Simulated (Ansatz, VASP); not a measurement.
## ZrB3 in VASP and in Ansatz

The input INCAR:

```
PREC = Accurate ; ENCUT = 600
EDIFF = 1E-6 ; ISMEAR = 0
SIGMA = 0.1 ; LREAL = False
LASPH = True ; NELM = 100
ALGO = Normal ; ISIF = 3
LWAVE = False ; LCHARG = False
GGA = PE ; IBRION = 2
NSW = 90 ; EDIFFG = -0.04
```

KPOINTS

```
Automatic mesh
0
Gamma
  6 6 6
```

The input POSCAR:

```
ZrB3
1.0
    3.2539474914      0.0000000000      0.0000000000
    0.0000000000      3.2539474914      0.0000000000
    0.0000000000      0.0000000000      3.2205014528
Zr B
1 3
Direct
    0.0000000000      0.0000000000      0.0000000000
    0.0000000000      0.5000000000      0.5000000000
    0.5000000000      0.0000000000      0.5000000000
    0.5000000000      0.5000000000      0.0000000000
```

Input for Ansatz:

```yaml
crystal:
  lattice:
    - [3.2539474914, 0.0, 0.0]
    - [0.0, 3.2539474914, 0.0]
    - [0.0, 0.0, 3.2205014528]
  atoms:
    - { symbol: Zr, position: [0.0, 0.0, 0.0] }
    - { symbol: B, position: [0.0, 0.5, 0.5] }
    - { symbol: B, position: [0.5, 0.0, 0.5] }
    - { symbol: B, position: [0.5, 0.5, 0.0] }
basis:
  ecutwfc: 420
kpoints:
  mp_grid: { grid: [6, 6, 6] }
hamiltonian:
  xc: pbe
scf:
  occupations: { method: gaussian, width: 0.1 }
  lower_state_search: "off"
output:
  forces: true
  stress: true
  eigenvalues: true
relax:
  adjacent_minimum: "off"
  f_tol: 0.04
  max_steps: 70
  cell: { stress_tol: 0.4 }
```

Alike in both runs: task relaxation of cell and atoms; functional PBE; k mesh 6 × 6 × 6; occupations gaussian, width 0.1 eV; no spin polarisation.

|  | VASP | Ansatz |
| --- | --- | --- |
| version | VASP 6.6.1 | Ansatz 0.2.0 |
| potentials or method | VASP PAW PBE potentials, release 64 (Zr_sv, B) | scalar-relativistic, plane waves, PAW |
| plane-wave cutoff (eV) | 600 | 420 |
| valence electrons in the cell | 21 | 21 |

|  | VASP | Ansatz | Ansatz less VASP |
| --- | --- | --- | --- |
| gap on the k mesh at the Fermi level, each at its own relaxed structure (eV) | none | none | - |
| relaxed volume (Å³/atom) | 10.07 | 10.07 | -0.005 |
| relaxed cell length with the largest relative difference (Å) | 3.418 | 3.427 | +0.0099 |
| energy change over the relaxation (meV/atom) | -184 | -183 | +1.0 |

A gap of «none» marks a metal or a gap that the smearing closes.

Caveats: the volume moved by over 15 % at a fixed basis, so the end points are rough.
